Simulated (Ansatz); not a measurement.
# Cr in Ansatz: the effect of functional

The system is Cr.

```
CELL_PARAMETERS angstrom
2.65860 0.00000 0.00000
-1.32930 2.30241 0.00000
0.00000 0.00000 4.31997
ATOMIC_POSITIONS crystal
Cr 0.66667 0.33333 0.75000
Cr 0.33333 0.66667 0.25000
```

This isn't the form of Cr at room conditions, which is bcc.

The cell isn't the ideal one: volume scaled by 0.94.

Alike in all runs:

```yaml
Program: Ansatz 0.2.0
Task: single point
Potentials_or_basis: Ansatz PAW
k_mesh: 11 × 11 × 6
Occupations: fermi-dirac, width 0.05 eV
Spin: collinear spin, ferromagnetic start
Starting_moments: "[3.0, 3.0] μB"
```

Problem. One run gave: pressure -19.1 GPa; moment 1.01 μB. Which functional did it use?
A. PBEsol
B. PBE
C. r2SCAN

Solution. B.

```tsv
functional	cutoff	pressure (GPa)	moment (μB)
PBE	420 eV (not typed: the program's choice for these potentials)	-19.1	1.01
PBEsol	420 eV (not typed: the program's choice for these potentials)	-26.7	0.75
r2SCAN	500 eV (not typed: the program's choice for these potentials)	7.7	0.00
```

Caveats: the PAW data sets come from PBE, with cores solved anew for the run's functional, which leaves a small shift of forces and pressure (some runs); the magnetic or orbital state may not be the lowest (some runs); the starting moments weren't kept (some runs).
